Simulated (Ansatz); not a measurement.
Runs of Ansatz 0.2.0 on As. It takes space group R-3m (No. 166, trigonal). Conventional cell: a = 3.762 Å, b = 3.762 Å, c = 10.542 Å, α = 90.00°, β = 90.00°, γ = 120.00°. As (site symmetry 3m) is surrounded by 3 As at 2.51 Å. 

| task | level | potentials or basis | spin | cell | k mesh | cutoff (eV) | smearing | scf convergence dr2 threshold | scf algorithm | basis xc grid | basis error allowed | other keys | mesh quality | gap on the mesh (eV) | pressure (GPa) | moment (μB) | largest force (eV/Å) |
| --- | --- | --- | --- | --- | --- | --- | --- | --- | --- | --- | --- | --- | --- | --- | --- | --- | --- |
| projected density of states | RPBE | all-electron PAW datasets made for the crystal | collinear, antiferromagnetic start | as given | 9 × 9 × 9 | 320 | tetrahedron-uncorrected | 1e-08 | - | - | - | scf.occupations.width = left out; … | not flagged | - | (b) | 0.00 | 0.46 |
| relaxation of cell and atoms | PBEsol+D3(BJ) | all-electron PAW datasets made for the crystal | collinear, antiferromagnetic start | relaxed | 9 × 9 × 9 | - | fermi-dirac 0.1 eV | - | density_mixing | 2 | - | scf.algorithm = density_mixing; basis.xc_grid = 2; … | not flagged | - | 0.0 | 0.00 | - |
| single point | PBE | all-electron LAPW, scalar-relativistic | off | atoms moved at random, drawn with an rms of 0.05 Å | 9 × 9 × 9 | 307 | fermi-dirac 0.05 eV | - | - | - | 0.001 eV/atom | - | not flagged | none | 4.3 | - | 0.72 |
| single point | PBE | all-electron LAPW, scalar-relativistic | off | as given | 9 × 9 × 9 | 291 | fermi-dirac 0.05 eV | - | - | - | 0.001 eV/atom | - | not flagged | none | 3.7 | - | 0.43 |
| single point | PBE | all-electron LAPW, scalar-relativistic | off | as given | 4 × 4 × 4 | 253 | fermi-dirac 0.02 eV | - | - | - | 0.003 eV/atom | - | coarse | 0.11 | (a) | - | 0.10 |

Problem. Fill in the values left out.

Solution. (a) 3.8; (b) 5.5.

Caveats: some runs use coarse meshes; the starting moments weren't kept (some runs); the program warned that the printed levels may be off, so bands, gaps and densities of states are rough (some runs); the program listed the state as in doubt (some runs).

A k mesh can miss the band edges, and the runs leave out spin-orbit coupling on As.

A gap of «none» marks a metal or a gap under the smearing width.

The runs don't all hold the same shells in valence.
